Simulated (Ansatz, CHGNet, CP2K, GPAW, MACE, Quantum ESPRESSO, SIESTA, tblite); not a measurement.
# GPAW on twisted 2H-MoTe2/1T-TiSe2 bilayer, 21.79° (42 atoms): settings against a plane-wave reference, part 2 of 2

How do the settings of GPAW change the result for twisted 2H-MoTe2/1T-TiSe2 bilayer, 21.79° (42 atoms)? A plane-wave run serves as the yardstick.

Program: GPAW 26.7.0; the method stands at each step. Banners, paths, timers and routine set-up lines are dropped from the logs unmarked, and long logs keep their key lines alone; longer cuts are marked.

So far. Step 2 (PBE, LCAO dzp, h 0.2 Å): Forces lie 26 % from the reference's, at 1.2 times its CPU time (on 1 against 8 cores). Step 3 (PBE, plane waves 450 eV): Against the first run (26 %), the force difference from the reference is 6.0 %, at 3.5 times the CPU time (on 4 against 1 cores).

## 4. PBE, LCAO szp(dzp), h 0.2 Å

Method: Kohn-Sham DFT, PBE, PAW, atomic orbitals (szp(dzp)).

File run.py:

```python
import numpy as np
from ase.io import read
from gpaw import GPAW, FermiDirac

atoms = read("structure.xyz")
atoms.calc = GPAW(
    mode="lcao",
    basis="szp(dzp)",
    h=0.2,
    xc="PBE",
    kpts={"size": (1, 1, 1), "gamma": True},
    occupations=FermiDirac(0.05),
    maxiter=200,
    symmetry={"point_group": False},
    txt="gpaw.txt",
)
energy = atoms.get_potential_energy(force_consistent=True)
forces = atoms.get_forces()
print(f"energy {energy:.6f} eV")
print("forces (eV/A)")
for i, (a, f) in enumerate(zip(atoms, forces)):
    print(f"{i:4d} {a.symbol:2s} {f[0]:10.5f} {f[1]:10.5f} {f[2]:10.5f}")
print(f"Fermi level {atoms.calc.get_fermi_level():.4f} eV")
for k in range(len(atoms.calc.get_ibz_k_points())):
    for s in range(atoms.calc.get_number_of_spins()):
        e = atoms.calc.get_eigenvalues(kpt=k, spin=s)
        n = np.searchsorted(e, atoms.calc.get_fermi_level())
        print(f"k {k} spin {s} levels about the Fermi level:", np.round(e[max(n - 6, 0):n], 4).tolist(), "|", np.round(e[n:n + 6], 4).tolist())
```

File structure.xyz:

```xyz
42
Lattice="9.33950 0.00000 0.00000 -4.66975 8.08824 0.00000 0.00000 0.00000 26.04000" Properties=species:S:1:pos:R:3 pbc="T T T"
[... 42 atom lines left out: the same atoms as in the first run ...]
```

Launch:

```console
$ OMP_NUM_THREADS=1 python run.py > output.txt
```

Numbers of over 12 decimals in the logs are rounded to 6 here.

The program printed:

```text
energy -228.063927 eV
forces (eV/A)
   0 Mo    0.33372   -0.65259    1.17527
   1 Te   -0.18001    0.32065   -0.37354
   2 Te   -0.08600    0.22489   -0.78298
   3 Mo    0.24700    1.12656    0.73364
   4 Te   -0.12153   -0.05237    0.60809
   5 Te    0.71020    0.09726   -0.83553
   6 Mo   -0.64746   -0.38916    0.54966
   7 Te    0.07024   -0.12447    0.34469
   8 Te   -0.09879   -0.26240   -0.83580
   9 Mo   -1.28816    0.30550   -0.03527
  10 Te    0.14388   -0.18850    1.23553
  11 Te    0.40993   -0.67174   -2.06655
[...]
37 Se    0.31764    0.64100    0.63558
  38 Se    0.30580    0.27420   -0.79841
  39 Ti    0.13187   -0.72999    0.13974
  40 Se   -0.30003    0.68607    0.31769
  41 Se    0.16762   -0.05754   -0.16767
Fermi level 1.4431 eV
k 0 spin 0 levels about the Fermi level: [0.6845, 0.7822, 0.8288, 0.9123, 1.3877, 1.3965] | [1.4956, 1.5053, 1.6238, 1.669, 1.7045, 1.738]
```

gpaw.txt:

```text
Input parameters:
  mode=LCAO(),
  basis={'default': 'szp(dzp)'},
  h=0.2,
  kpts=MonkhorstPack(size=(1, 1, 1), gamma=True),
  maxiter=200,
  occupations=Occupations(name='fermi-dirac', width=0.05, fixmagmom=False),
  symmetry=Symmetry(point_group=False),
  xc=XC(name='PBE')
[... lines left out ...]
  Fermi-Dirac:
[... lines left out ...]
convergence criteria:
- Maximum [total energy] change in last 3 cyles: 0.0005 eV / valence electron
[... lines left out ...]
Converged in 19 steps
[... lines left out ...]
  Free energy:    -228.063927
[... lines left out ...]
Fermi level: 1.443
[... lines left out ...]
|          0 |       -59.649 |     2.000 |
|        ... |               |           |
|        167 |         0.598 |     2.000 |
|        168 |         0.636 |     2.000 |
[...]
|        182 |         1.808 |     0.001 |
|        ... |               |           |
|        213 |         3.692 |     0.000 |
Gap: 0.099 eV
Transition (v -> c):
  (s=0, k=0, n=174, [0.00, 0.00, 0.00]) -> (s=0, k=0, n=175, [0.00, 0.00, 0.00])
No difference between direct/indirect transitions
Force computation time: 10.347  # s
timing:  # [seconds]
  Total:  113.422  # ━━━━━━━━━━━━━━━━━━━━━━━━━━━━━━━━━━━━━━━━━━━━━━━━━━━━━━━━
  Init:     7.293  # ━━━╸
  SCF:     95.757  # ━━━━━━━━━━━━━━━━━━━━━━━━━━━━━━━━━━━━━━━━━━━━━━━╸
  Forces:  10.347  # ━━━━━
```

Wall time 1.9 min (1 thread of Arm Neoverse V2, shared host); peak memory 1.2 GiB.

Compared with the plane-wave run:

```yaml
r_m_s_force_component: 0.5401 eV/Å
r_m_s_difference_of_force_components: 161 meV/Å
longest_difference_of_force_vectors: 556.7 meV/Å
force_difference_over_r_m_s_force: 36.62 %
slope_of_forces_against_the_reference_s: 1.188
correlation_of_force_components: 0.9667
```

This is a coarse setting, run to see what it loses.

Against the first run (26 %), the force difference from the reference is 37 %, at 0.72 times the CPU time, with 476 basis functions against 770: the smaller basis costs accuracy.

The difference per atom is largest on Te (0.44 eV/Å on average, against 0.15 on Se).

## 5. PBE, LCAO sz(dzp), h 0.2 Å

Method: Kohn-Sham DFT, PBE, PAW, atomic orbitals (sz(dzp)).

Edit run.py of step 4 so:

```diff
@@ -7,3 +7,3 @@
     mode="lcao",
-    basis="szp(dzp)",
+    basis="sz(dzp)",
     h=0.2,
```

structure.xyz is that of step 4.

The program printed:

```text
energy -218.330743 eV
forces (eV/A)
   0 Mo    0.34989   -0.67097    1.29125
   1 Te   -0.20353    0.31008   -0.10305
   2 Te   -0.07800    0.24998   -1.08920
   3 Mo    0.25803    1.15769    0.80306
   4 Te   -0.12428   -0.07449    0.88052
   5 Te    0.75263    0.12667   -1.14398
[...]
39 Ti    0.13589   -0.84384    0.11597
  40 Se   -0.30732    0.79227    0.58555
  41 Se    0.12223   -0.08973   -0.51179
Fermi level 1.0730 eV
k 0 spin 0 levels about the Fermi level: [0.4636, 0.5565, 0.6057, 0.745, 1.0082, 1.0164] | [1.1318, 1.1401, 1.3068, 1.3499, 1.3882, 1.4171]
```

gpaw.txt:

```text
Input parameters:
  mode=LCAO(),
  basis={'default': 'sz(dzp)'},
  h=0.2,
  kpts=MonkhorstPack(size=(1, 1, 1), gamma=True),
  maxiter=200,
  occupations=Occupations(name='fermi-dirac', width=0.05, fixmagmom=False),
[... lines left out ...]
  Fermi-Dirac:
[... lines left out ...]
convergence criteria:
- Maximum [total energy] change in last 3 cyles: 0.0005 eV / valence electron
[... lines left out ...]
Converged in 17 steps
[... lines left out ...]
  Free energy:    -218.330743
[... lines left out ...]
Fermi level: 1.073
[... lines left out ...]
|        ... |               |           |
|        213 |         3.568 |     0.000 |
Gap: 0.115 eV
Transition (v -> c):
  (s=0, k=0, n=174, [0.00, 0.00, 0.00]) -> (s=0, k=0, n=175, [0.00, 0.00, 0.00])
No difference between direct/indirect transitions
Force computation time: 5.162  # s
timing:  # [seconds]
  Total:  62.398  # ━━━━━━━━━━━━━━━━━━━━━━━━━━━━━━━━━━━━━━━━━━━━━━━━━━━━━━━━━
  Init:    6.635  # ━━━━━━
  SCF:    50.577  # ━━━━━━━━━━━━━━━━━━━━━━━━━━━━━━━━━━━━━━━━━━━━━━
  Forces:  5.162  # ━━━━╸
```

It took 64 s on 1 thread; peak memory 1.1 GiB.

Compared with the plane-wave run:

```
r.m.s. force component                  : 0.6402 eV/Å
r.m.s. difference of force components   : 301.6 meV/Å
longest difference of force vectors     : 925.8 meV/Å
force difference over r.m.s. force      : 68.6 %
slope of forces against the reference's : 1.325
correlation of force components         : 0.9099
```

This is a coarse setting, run to see what it loses.

Against the first run (26 %), the force difference from the reference is 69 %, at 0.40 times the CPU time, with 294 basis functions against 770: the smaller basis costs accuracy.

## 6. Side by side

Differences are against the plane-wave reference, forces as r.m.s. over components; share is that over the reference's r.m.s. force, slope the least-squares factor from reference forces to these. Total energies of different programs have different zeros and aren't compared.

```csv
run,"Δ force, r.m.s. (meV/Å)",share (%),slope,cores,CPU time,memory (GiB)
reference,-,-,-,8,2.3 min,2.6
"GPAW PBE, LCAO dzp, h 0.2 Å",114,26.0,1.110,1,2.7 min,1.3
"GPAW PBE, plane waves 450 eV",26.2,5.95,0.982,4,9.4 min,2.0
"GPAW PBE, LCAO szp(dzp), h 0.2 Å (coarse)",161,36.6,1.188,1,1.9 min,1.2
"GPAW PBE, LCAO sz(dzp), h 0.2 Å (coarse)",302,68.6,1.325,1,64 s,1.1
```

Rows marked coarse were listed beforehand as settings not expected to be converged; some can still land near the reference.

CPU time is summed over cores on a shared host, where runs went side by side, so it is rough. Symmetry, cutoffs, thresholds, outputs and thread counts weren't matched or tuned between programs; memory under MPI is the largest rank's times the ranks.

## 7. What came out

| Item | Value |
| --- | --- |
| nearest in forces | GPAW PBE, plane waves 450 eV, 6.0 % |
| its CPU time | 9.4 min |

PBE on plane waves or a grid with other potentials, cutoffs or grids, coarse settings apart, differs from the reference by 6.0 % (GPAW PBE, plane waves 450 eV) of the r.m.s. force; this holds the reference's own error, so differences of a few per cent don't tell which side is nearer the exact PBE result. The PBE run in local orbitals, coarse settings apart, differs by 26 % (GPAW PBE, LCAO dzp, h 0.2 Å); basis, grid and potentials can all enter. Runs with settings chosen to be coarse differ by 37 % (GPAW PBE, LCAO szp(dzp), h 0.2 Å) to 69 % (GPAW PBE, LCAO sz(dzp), h 0.2 Å), their programs' other errors included. One electronic-structure run takes under half the reference's CPU time: GPAW PBE, LCAO sz(dzp), h 0.2 Å, at 69 % in 64 s against 2.3 min, too far off to be of use. GPAW PBE, LCAO szp(dzp), h 0.2 Å stiffens the forces by a factor of 1.19 while following their directions (correlation 0.967); the slopes of the 4 GPAW runs lie between 0.98 and 1.33; the difference isn't even, but is largest on one element. The potentials hold different valence shells: 630 electrons in the reference, 350 in GPAW; this bears on time and differences. The reference's PBE has no dispersion term, which matters for the binding between molecules or layers. The runs have no spin polarisation, so moments on Ti can't form, and no Hubbard term. The electronic-structure runs sample only Γ, in a cell whose shortest periodic width is 8 Å, which is coarse for a cell with partly filled levels. Spin–orbit coupling is left out, which matters for the levels of the heavy elements.

[Also dropped from logs without a mark: logging warnings of Python, and SIESTA's first energy breakdown and zero terms.]

[Logs are printed without paths, hosts, clocks, repeated set-up lines and the standing remarks that a program may print on its own settings, such as how far it seeks lower states.]

[Hosts, paths, dates, database ids (printed as entryN), source tags and the programs' standing remarks are cut or masked in the printed files.]
